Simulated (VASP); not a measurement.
Set up this calculation in VASP 6.6.1, as the native input.

- Task: relaxation of the atoms
- Functional: LDA
- Potentials or basis: VASP PAW LDA potentials, release 64 (Cr_pv)
- Cutoff: 520 eV
- k mesh: 8 × 6 × 1
- Occupations: methfessel-paxton, width 0.1 eV
- Spin: no spin polarisation
- Dipole correction: yes
- Further INCAR settings: ALGO = Normal; EDIFF = 1e-07; IBRION = 2; EDIFFG = -0.02; NSW = 90

The structure of Cr lies in POSCAR:

```
Cr
1.0
    3.9672366900      0.0000000000      0.0000000000
    0.0000000000      5.6105200000      0.0000000000
    0.0000000000      0.0000000000     30.2956940500
Cr
16
Direct
    1.0000000000      0.7500000000      0.4038206500
    0.5000000000      0.5000000000      0.4038206500
    1.0000000000      0.2500000000      0.4038206500
    0.5000000000      0.0000000000      0.4038206500
    1.0000000000      0.5000000000      0.4679402200
    0.5000000000      0.2500000000      0.4679402200
    1.0000000000      0.0000000000      0.4679402200
    0.5000000000      0.7500000000      0.4679402200
    1.0000000000      0.2500000000      0.5320597800
    0.5000000000      1.0000000000      0.5320597800
    0.0000000000      0.7500000000      0.5320597800
    0.5000000000      0.5000000000      0.5320597800
    1.0000000000      0.0000000000      0.5961793500
    0.5000000000      0.7500000000      0.5961793500
    0.0000000000      0.5000000000      0.5961793500
    0.5000000000      0.2500000000      0.5961793500
```

The cell was built by a generator and needn't be a form met in nature.

The input as run:

INCAR

```
SYSTEM = Cr
PREC = Accurate ; ENCUT = 520
EDIFF = 1E-7 ; ISMEAR = 1
SIGMA = 0.1 ; LREAL = .False.
LASPH = .True. ; NELM = 120
ALGO = Normal ; ISIF = 2
LWAVE = .False. ; LCHARG = .False.
LDIPOL = .True. ; IDIPOL = 3
DIPOL = 0.5 0.5 0.500 ; GGA = CA
IBRION = 2 ; NSW = 90
EDIFFG = -0.02 ; KPAR = 4
```

KPOINTS

```
regular mesh
0
Gamma
  8 6 1
  0 0 0
```

Potentials or basis: VASP PAW LDA potentials, release 64 (Cr_pv).

Run with:

```sh
$ cat potpaw_LDA.64/Cr_pv/POTCAR > POTCAR
$ mpirun -np 4 vasp_std > vasp.out
```

Results of the run:

```json
{
 "Energy gained by relaxing": "5.9 meV/atom",
 "Ionic steps": "5",
 "Largest force after relaxing": "0.013 eV/Å",
 "Band gap on the k mesh": "none (metal or under the smearing width)"
}
```

Caveat: the run has no spin polarisation, though such a crystal can be magnetic.

Run time: 76 min on 4 MPI ranks on Intel(R) Xeon(R) Platinum 8259CL CPU @ 2.50GHz (Skylake/Cascade Lake), on a shared host, peak memory 1.3 GiB a rank.
